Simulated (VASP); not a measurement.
# SiC (Moissanite): zone-centre modes, functional by functional, part 2 of 4

How much do the zone-centre frequencies of SiC (Moissanite) depend on the functional? The starting structure is a measured crystal structure from the Crystallography Open Database.

VASP 6.6.1.

## 2. Modes with LDA (continued)

Level of this step: LDA; plane waves and PAW (Si, C) (VASP).

Parts of OUTCAR (step 2):

```text
ion  position               nearest neighbor table
   1  0.333  0.667  0.833-   7 1.87   7 1.87   7 1.87   9 1.88   3 3.06   3 3.06   3 3.06   6 3.07
                             6 3.07   6 3.07
   2  0.667  0.333  0.333-   8 1.87   8 1.87   8 1.87  10 1.88   4 3.06   4 3.06   4 3.06   5 3.07
                             5 3.07   5 3.07
   3  0.667  0.333  0.667-   9 1.87   9 1.87   9 1.87  11 1.88   1 3.06   1 3.06   1 3.06   5 3.07
                             5 3.07   5 3.07
   4  0.333  0.667  0.167-  10 1.87  10 1.87  10 1.87  12 1.88   2 3.06   2 3.06   2 3.06   6 3.07
                             6 3.07   6 3.07
   5  0.000  0.000  0.500-  11 1.88  11 1.88  11 1.88   8 1.88   2 3.07   2 3.07   2 3.07   3 3.07
                             3 3.07   3 3.07
   6  0.000  0.000  1.000-  12 1.88  12 1.88  12 1.88   7 1.88   1 3.07   1 3.07   1 3.07   4 3.07
                             4 3.07   4 3.07
   7  0.000  0.000  0.874-   1 1.87   1 1.87   1 1.87   6 1.88
   8  0.000  0.000  0.374-   2 1.87   2 1.87   2 1.87   5 1.88
   9  0.333  0.667  0.708-   3 1.87   3 1.87   3 1.87   1 1.88
  10  0.667  0.333  0.208-   4 1.87   4 1.87   4 1.87   2 1.88
  11  0.667  0.333  0.542-   5 1.88   5 1.88   5 1.88   3 1.88
  12  0.333  0.667  0.042-   6 1.88   6 1.88   6 1.88   4 1.88

  LATTYP: Found a hexagonal cell.
 ALAT       =     3.0610042824
 C/A-ratio  =     4.9067042325

 Subroutine GETGRP returns: Found 12 space group operations
 (whereof  6 operations were pure point group operations)

The static configuration has the point symmetry C_3v.
 The point group associated with its full space group is C_6v.

 Found     24 irreducible k-points:

   k-points           NKPTS =     24   k-points in BZ     NKDIM =     24   number of bands    NBANDS=     36

   dimension x,y,z NGX =    24 NGY =   24 NGZ =  112
   dimension x,y,z NGXF=    48 NGYF=   48 NGZF=  224

   ENCUT  =  520.0 eV  38.22 Ry    6.18 a.u.   5.69  5.69 27.93*2*pi/ulx,y,z

   NELECT =      48.0000    total number of electrons

 k-points in reciprocal lattice and weights: Automatic mesh
   0.00000000  0.00000000  0.00000000       0.006
   0.11111111  0.00000000  0.00000000       0.037
   0.22222222  0.00000000  0.00000000       0.037
   0.33333333  0.00000000  0.00000000       0.037
   0.44444444  0.00000000  0.00000000       0.037
   0.11111111  0.11111111  0.00000000       0.037
   0.22222222  0.11111111  0.00000000       0.074
   0.33333333  0.11111111  0.00000000       0.074
   0.44444444  0.11111111  0.00000000       0.037
[...]
0.33333333  0.22222222  0.50000000       0.074
   0.33333333  0.33333333  0.50000000       0.012

 average (electrostatic) potential at core
       1 -81.6726       2 -81.6075       3 -81.7159       4 -81.6465       5 -81.6969
       6 -81.7185       7 -48.7559       8 -48.6881       9 -48.7940      10 -48.7256
      11 -48.8234      12 -48.8098

 E-fermi :   8.5052

 k-point     1 :       0.0000    0.0000    0.0000
  band No.  band energies     occupation
    ...
     20       8.0189      2.00000
     21       8.0189      2.00000
     22       8.2969      2.00000
     23       8.3170      2.00000
     24       8.3170      2.00000
     25      13.6156      0.00000
     26      13.7836      0.00000
     27      14.1974      0.00000
     28      14.7100      0.00000
     29      14.8788      0.00000
    ...

 k-point     2 :       0.1111    0.0000    0.0000
  band No.  band energies     occupation
    ...
     20       7.5904      2.00000
     21       7.7458      2.00000
     22       7.8227      2.00000
     23       8.1606      2.00000
     24       8.2244      2.00000
     25      13.7204      0.00000
     26      14.0194      0.00000
     27      14.1179      0.00000
     28      14.6915      0.00000
     29      14.8626      0.00000
    ...

 k-point     3 :       0.2222    0.0000    0.0000
  band No.  band energies     occupation
    ...
     20       6.7024      2.00000
     21       7.2743      2.00000
     22       7.3335      2.00000
     23       7.7555      2.00000
     24       7.8877      2.00000
     25      12.2808      0.00000
     26      12.5824      0.00000
     27      12.9285      0.00000
     28      13.6040      0.00000
     29      14.3072      0.00000
    ...

  Total        0.0825326      0.0825326     -0.1257853      0.0000000      0.0000000      0.0000000
  in kB        1.0849846      1.0849846     -1.6535916      0.0000000      0.0000000      0.0000000
  external PRESSURE =       0.1721259 kB  Pullay stress =       0.0000000 kB

  energy-cutoff  :      520.00
  volume of cell :      121.87
      direct lattice vectors                 reciprocal lattice vectors
     3.061004282  0.000000000  0.000000000     0.326690167  0.188614656  0.000000000
    -1.530502141  2.650907470  0.000000000     0.000000000  0.377229312  0.000000000
     0.000000000  0.000000000 15.019442668     0.000000000  0.000000000  0.066580367

 POSITION                                       TOTAL-FORCE (eV/Angst)
 -----------------------------------------------------------------------------------
     -0.00000      1.76727     12.51102        -0.000000      0.000000      0.025994
      1.53050      0.88364      5.00130         0.000000     -0.000000      0.014718
      1.53050      0.88364     10.01048         0.000000      0.000000     -0.173686
     -0.00000      1.76727      2.50076        -0.000000      0.000000      0.024580
      0.00000      0.00000      7.50564         0.000000     -0.000000     -0.194465
      0.00000      0.00000     15.01536         0.000000     -0.000000      0.022544
      0.00000      0.00000     13.13253        -0.000000     -0.000000     -0.023537
      0.00000      0.00000      5.62281        -0.000000     -0.000000     -0.034560
     -0.00000      1.76727     10.63376         0.000000      0.000000     -0.031316
      1.53050      0.88364      3.12404         0.000000     -0.000000     -0.024248
      1.53050      0.88364      8.11823         0.000000     -0.000000      0.418613
     -0.00000      1.76727      0.62351        -0.000000     -0.000000     -0.024637
 -----------------------------------------------------------------------------------
    total drift:                               -0.000000     -0.000000      0.000252

  FREE ENERGIE OF THE ION-ELECTRON SYSTEM (eV)
  ---------------------------------------------------
  free  energy   TOTEN  =       -99.8650535124 eV

  energy  without entropy=      -99.8650535124  energy(sigma->0) =      -99.86505351

 Eigenvectors and eigenvalues of the dynamical matrix
 ----------------------------------------------------

[...]
0.000000  0.000000 15.015358     0.000000    0.000000   -0.269745
      0.000000  0.000000 13.132531    -0.000000   -0.000000    0.474283
      0.000000  0.000000  5.622810    -0.000000    0.000000   -0.474283
     -0.000000  1.767272 10.633760    -0.000000    0.000000    0.207532
      1.530502  0.883636  3.124039     0.000000    0.000000   -0.207532
      1.530502  0.883636  8.133233    -0.000000    0.000000   -0.305255
     -0.000000  1.767272  0.623512    -0.000000    0.000000    0.305255

   3 f  =   26.619848 THz   167.257437 2PiTHz  887.942547 cm-1   110.090795 meV
             X         Y         Z           dx          dy          dz
     -0.000000  1.767272 12.511025     0.000000    0.000000   -0.237703
      1.530502  0.883636  5.001303     0.000000   -0.000000   -0.237703
      1.530502  0.883636 10.010478     0.000000   -0.000000    0.119667
     -0.000000  1.767272  2.500756    -0.000000   -0.000000    0.119667
      0.000000  0.000000  7.505637     0.000000   -0.000000    0.130696
      0.000000  0.000000 15.015358     0.000000    0.000000    0.130696
      0.000000  0.000000 13.132531    -0.000000   -0.000000    0.267809
      0.000000  0.000000  5.622810    -0.000000    0.000000    0.267809
     -0.000000  1.767272 10.633760    -0.000000    0.000000    0.243165
      1.530502  0.883636  3.124039     0.000000    0.000000    0.243165
      1.530502  0.883636  8.133233    -0.000000    0.000000   -0.530325
     -0.000000  1.767272  0.623512    -0.000000   -0.000000   -0.530325

   4 f  =   26.483890 THz   166.403189 2PiTHz  883.407484 cm-1   109.528519 meV
             X         Y         Z           dx          dy          dz
     -0.000000  1.767272 12.511025    -0.000000   -0.000000    0.003532
      1.530502  0.883636  5.001303     0.000000   -0.000000    0.003532
      1.530502  0.883636 10.010478    -0.000000   -0.000000   -0.219650
     -0.000000  1.767272  2.500756     0.000000   -0.000000   -0.219650
      0.000000  0.000000  7.505637     0.000000   -0.000000    0.201639
      0.000000  0.000000 15.015358     0.000000   -0.000000    0.201639
      0.000000  0.000000 13.132531     0.000000    0.000000   -0.438045
      0.000000  0.000000  5.622810    -0.000000    0.000000   -0.438045
     -0.000000  1.767272 10.633760     0.000000   -0.000000    0.468119
      1.530502  0.883636  3.124039     0.000000    0.000000    0.468119
      1.530502  0.883636  8.133233    -0.000000    0.000000   -0.008020
     -0.000000  1.767272  0.623512    -0.000000    0.000000   -0.008020

   5 f  =   25.133198 THz   157.916541 2PiTHz  838.353248 cm-1   103.942509 meV
             X         Y         Z           dx          dy          dz
     -0.000000  1.767272 12.511025    -0.000000    0.000000    0.007626
      1.530502  0.883636  5.001303    -0.000000    0.000000   -0.007626
      1.530502  0.883636 10.010478    -0.000000    0.000000   -0.009627
     -0.000000  1.767272  2.500756    -0.000000   -0.000000    0.009627
      0.000000  0.000000  7.505637    -0.000000    0.000000   -0.006886
      0.000000  0.000000 15.015358    -0.000000    0.000000    0.006886
      0.000000  0.000000 13.132531     0.000000   -0.000000   -0.423113
      0.000000  0.000000  5.622810     0.000000   -0.000000    0.423113
     -0.000000  1.767272 10.633760     0.000000   -0.000000    0.406970
      1.530502  0.883636  3.124039     0.000000    0.000000   -0.406970
      1.530502  0.883636  8.133233     0.000000   -0.000000   -0.393895
     -0.000000  1.767272  0.623512     0.000000   -0.000000    0.393895

   6 f  =   23.913220 THz   150.251194 2PiTHz  797.659169 cm-1    98.897088 meV
             X         Y         Z           dx          dy          dz
     -0.000000  1.767272 12.511025    -0.000001   -0.215698   -0.000000
      1.530502  0.883636  5.001303    -0.000001   -0.215698   -0.000000
      1.530502  0.883636 10.010478    -0.000001   -0.226390   -0.000000
     -0.000000  1.767272  2.500756    -0.000001   -0.226390   -0.000000
      0.000000  0.000000  7.505637    -0.000001   -0.227931   -0.000000
      0.000000  0.000000 15.015358    -0.000001   -0.227931   -0.000000
      0.000000  0.000000 13.132531     0.000002    0.325531    0.000000
      0.000000  0.000000  5.622810     0.000002    0.325531    0.000000
     -0.000000  1.767272 10.633760     0.000002    0.346440    0.000000
      1.530502  0.883636  3.124039     0.000002    0.346440    0.000000
      1.530502  0.883636  8.133233     0.000002    0.352531    0.000000
     -0.000000  1.767272  0.623512     0.000002    0.352531    0.000000

   7 f  =   23.913220 THz   150.251194 2PiTHz  797.659169 cm-1    98.897088 meV
             X         Y         Z           dx          dy          dz
     -0.000000  1.767272 12.511025    -0.215698    0.000001    0.000000
      1.530502  0.883636  5.001303    -0.215698    0.000001    0.000000
      1.530502  0.883636 10.010478    -0.226390    0.000001    0.000000
     -0.000000  1.767272  2.500756    -0.226390    0.000001    0.000000
      0.000000  0.000000  7.505637    -0.227931    0.000001    0.000000
      0.000000  0.000000 15.015358    -0.227931    0.000001    0.000000
      0.000000  0.000000 13.132531     0.325531   -0.000002   -0.000000
      0.000000  0.000000  5.622810     0.325531   -0.000002   -0.000000
     -0.000000  1.767272 10.633760     0.346440   -0.000002   -0.000000
      1.530502  0.883636  3.124039     0.346440   -0.000002   -0.000000
      1.530502  0.883636  8.133233     0.352531   -0.000002   -0.000000
     -0.000000  1.767272  0.623512     0.352531   -0.000002   -0.000000

   8 f  =   23.711887 THz   148.986180 2PiTHz  790.943415 cm-1    98.064441 meV
             X         Y         Z           dx          dy          dz
     -0.000000  1.767272 12.511025     0.000001    0.229248   -0.000000
      1.530502  0.883636  5.001303    -0.000001   -0.229248   -0.000000
      1.530502  0.883636 10.010478    -0.000000   -0.079893   -0.000000
     -0.000000  1.767272  2.500756     0.000000    0.079893   -0.000000
      0.000000  0.000000  7.505637    -0.000001   -0.288093   -0.000000
      0.000000  0.000000 15.015358     0.000001    0.288093   -0.000000
      0.000000  0.000000 13.132531    -0.000001   -0.400307    0.000000
      0.000000  0.000000  5.622810     0.000001    0.400307    0.000000
     -0.000000  1.767272 10.633760     0.000000    0.073445    0.000000
    [... 420 further lines ...]
      1.530502  0.883636  3.124039     0.000000    0.000000   -0.223469
      1.530502  0.883636  8.133233     0.000000    0.000000   -0.223451
     -0.000000  1.767272  0.623512     0.000000    0.000000   -0.223451

 ELASTIC MODULI CONTR FROM IONIC RELAXATION (kBar)
 Direction    XX          YY          ZZ          XY          YZ          ZX
 --------------------------------------------------------------------------------
 XX        -501.5371    286.8468    211.5305     -0.0000     -0.0000      0.0000
 YY         286.8468   -501.5371    211.5305      0.0000     -0.0000     -0.0000
 ZZ         211.5305    211.5305   -417.5717      0.0000      0.0000     -0.0000
 XY          -0.0000      0.0000      0.0000   -394.1919      0.0000      0.0000
 YZ          -0.0000      0.0000      0.0000      0.0000   -119.0721      0.0000
 ZX           0.0000     -0.0000     -0.0000     -0.0000      0.0000   -119.0721
 --------------------------------------------------------------------------------

 total charge
# of ion       s       p       d       tot
------------------------------------------
    1        0.715   0.994   0.000   1.709
    2        0.715   0.994   0.000   1.709
    3        0.714   0.995   0.000   1.709
    4        0.714   0.995   0.000   1.709
    5        0.715   0.997   0.000   1.711
    6        0.715   0.997   0.000   1.711
    7        0.831   1.728   0.000   2.559
    8        0.831   1.728   0.000   2.559
    9        0.830   1.728   0.000   2.558
   10        0.830   1.728   0.000   2.558
   11        0.830   1.727   0.000   2.557
   12        0.830   1.727   0.000   2.557
--------------------------------------------------
tot          9.271  16.337   0.000  25.608

[... 3 further parts left out ...]
```

The last energy, forces, stress and levels in OUTCAR belong to the last displaced cell, not to the cell of POSCAR.

LDA: the zone-centre modes are at the top B1 (6) 945.8, B1 (5) 938.2, A1 (5) 887.9, A1 (4) 883.4 cm⁻¹, at the bottom E1 (2) 234.2, E1 (1) 228.6, E2 (2) 146.1, E2 (1) 141.4 cm⁻¹, with 14 more of the listed ones between.

## 3. Modes with LDA at the measured cell

The atoms were first relaxed in the fixed cell, in a run that isn't shown.

Contents of INCAR:

```
SYSTEM = SiC
PREC = Accurate
ENCUT = 520
EDIFF = 1E-08
NELM = 100
ISMEAR = 0
SIGMA = 0.03
LREAL = .FALSE.
ALGO = Normal
GGA = CA
NBANDS = 36
LORBIT = 11
LWAVE = .FALSE.
LCHARG = .FALSE.
KPAR = 16
IBRION = 6
NFREE = 2
POTIM = 0.015
NSW = 1
ISIF = 2
```

Contents of POSCAR:

```
SiC
1.0
    3.0810000000      0.0000000000      0.0000000000
   -1.5405000000      2.6682242691      0.0000000000
    0.0000000000      0.0000000000     15.1248000000
Si C
6 6
Direct
    0.3333333333      0.6666666667      0.8329748641
    0.6666666667      0.3333333333      0.3329748641
    0.6666666667      0.3333333333      0.6664927975
    0.3333333333      0.6666666667      0.1664927975
    0.0000000000      0.0000000000      0.4997328403
    0.0000000000      0.0000000000      0.9997328403
    0.0000000000      0.0000000000      0.8743716263
    0.0000000000      0.0000000000      0.3743716263
    0.3333333333      0.6666666667      0.7080036237
    0.6666666667      0.3333333333      0.2080036237
    0.6666666667      0.3333333333      0.5415242481
    0.3333333333      0.6666666667      0.0415242481
```

Contents of KPOINTS:

```
Automatic mesh
0
Gamma
9 9 2
0 0 0
```

Potentials, in the order of the species: Si and C (LDA family, release 64).

The run is started by

```bash
> mpirun -np 16 vasp_std
```

The program printed:

```text
[banner, memory and clock lines left out]
running   16 mpi-ranks, on    1 nodes
[...]
[... a notice as in an earlier step ...]

 LDA part: xc-table for (Slater(with rela. corr.)+CA(PZ))
 , standard interpolation
 POSCAR, INCAR and KPOINTS ok, starting setup
[...]
entering main loop
       N       E                     dE             d eps       ncg     rms          rms(c)
DAV:   1     0.114128274036E+03    0.11413E+03   -0.21647E+04  1728   0.119E+03
DAV:   2    -0.999888685383E+02   -0.21412E+03   -0.20004E+03  2252   0.210E+02
DAV:   3    -0.111822342698E+03   -0.11833E+02   -0.11750E+02  2264   0.469E+01
DAV:   4    -0.112007974869E+03   -0.18563E+00   -0.18528E+00  2216   0.683E+00
[...]
DAV:  14    -0.998349648415E+02   -0.36147E-07   -0.18246E-07  2232   0.229E-03    0.143E-03
DAV:  15    -0.998349648539E+02   -0.12382E-07   -0.52876E-08  2056   0.939E-04    0.937E-04
DAV:  16    -0.998349648622E+02   -0.83674E-08   -0.18935E-09  1232   0.228E-04
   1 F= -.99834965E+02 E0= -.99834965E+02  d E =-.180008E-14
[... from here on, the cycles between the ionic steps are left out ...]
   2 F= -.99832769E+02 E0= -.99832769E+02  d E =-.364280E-13
   3 F= -.99832769E+02 E0= -.99832769E+02  d E =-.364362E-13
   5 F= -.99831463E+02 E0= -.99831463E+02  d E =-.231503E-14
   7 F= -.99832780E+02 E0= -.99832780E+02  d E =-.705413E-14
   9 F= -.99831414E+02 E0= -.99831414E+02  d E =-.110379E-13
  11 F= -.99832789E+02 E0= -.99832789E+02  d E =-.211015E-13
  13 F= -.99831496E+02 E0= -.99831496E+02  d E =-.128661E-13
  15 F= -.99832822E+02 E0= -.99832822E+02  d E =-.686824E-14
  17 F= -.99831997E+02 E0= -.99831997E+02  d E =-.603559E-16
  19 F= -.99832788E+02 E0= -.99832788E+02  d E =-.243403E-13
  21 F= -.99831959E+02 E0= -.99831959E+02  d E =-.232855E-17
  23 F= -.99832819E+02 E0= -.99832819E+02  d E =-.130124E-13
  24 F= -.99831852E+02 E0= -.99831852E+02  d E =-.618935E-16
  25 F= -.99831942E+02 E0= -.99831942E+02  d E =-.153147E-12
 Finite differences progress:
  Degree of freedom:  12/ 12
  Displacement:        2/  2
  Total:              24/ 24
```

The job ended after 7 min (16 MPI ranks of Intel Xeon Platinum 8175M at 2.50GHz (Skylake/Cascade Lake), shared host; peak memory 9.8 GiB).

Parts of OUTCAR (step 3):

```text
  Total       -3.2973874     -3.2973874     -3.6339033      0.0000000      0.0000000      0.0000000
  in kB      -42.4890366    -42.4890366    -46.8252690      0.0000000      0.0000000      0.0000000
  external PRESSURE =     -43.9344474 kB  Pullay stress =       0.0000000 kB

 POSITION                                       TOTAL-FORCE (eV/Angst)
 -----------------------------------------------------------------------------------
     -0.00000      1.77882     12.59858        -0.000000      0.000000      0.025376
      1.54050      0.88941      5.03618        -0.000000      0.000000      0.014481
      1.54050      0.88941     10.08057        -0.000000     -0.000000     -0.161411
     -0.00000      1.77882      2.51817         0.000000     -0.000000      0.023624
      0.00000      0.00000      7.55836        -0.000000      0.000000     -0.191082
      0.00000      0.00000     15.12076        -0.000000     -0.000000      0.021742
      0.00000      0.00000     13.22470        -0.000000     -0.000000     -0.023075
      0.00000      0.00000      5.66230         0.000000     -0.000000     -0.033195
     -0.00000      1.77882     10.70841         0.000000      0.000000     -0.029704
      1.54050      0.88941      3.14601         0.000000     -0.000000     -0.023323
      1.54050      0.88941      8.17545        -0.000000     -0.000000      0.400180
     -0.00000      1.77882      0.62805         0.000000     -0.000000     -0.023614
 -----------------------------------------------------------------------------------
    total drift:                               -0.000000     -0.000000      0.000286

  FREE ENERGIE OF THE ION-ELECTRON SYSTEM (eV)
  ---------------------------------------------------
  free  energy   TOTEN  =       -99.8319419220 eV

  energy  without entropy=      -99.8319419220  energy(sigma->0) =      -99.83194192

[... 1 part as in an earlier step ...]

[... 2 further parts left out ...]
[key lines of the parts left out:]
E-fermi :   8.2260
```

The last energy, forces and stress in OUTCAR belong to the last displaced cell, not to that of POSCAR.

With LDA at the measured cell the modes are at the top B1 (6) 925.5, B1 (5) 918.0 cm⁻¹, at the bottom E2 (2) 145.5, E2 (1) 141.2 cm⁻¹, with 18 more of the listed ones between; the largest shift is -20.3 cm⁻¹, in B1 (6), from LDA.

(Continued in part 3 of 4.)

[Lines on the potential files, build, host, timing and source positions are cut from VASP's logs without a mark.]

[Logs are printed without paths, hosts, clocks, repeated set-up lines and the standing remarks that a program may print on its own settings, such as how far it seeks lower states.]

[Hosts, paths, dates, database ids (printed as entryN), source tags and the programs' standing remarks are cut or masked in the printed files.]
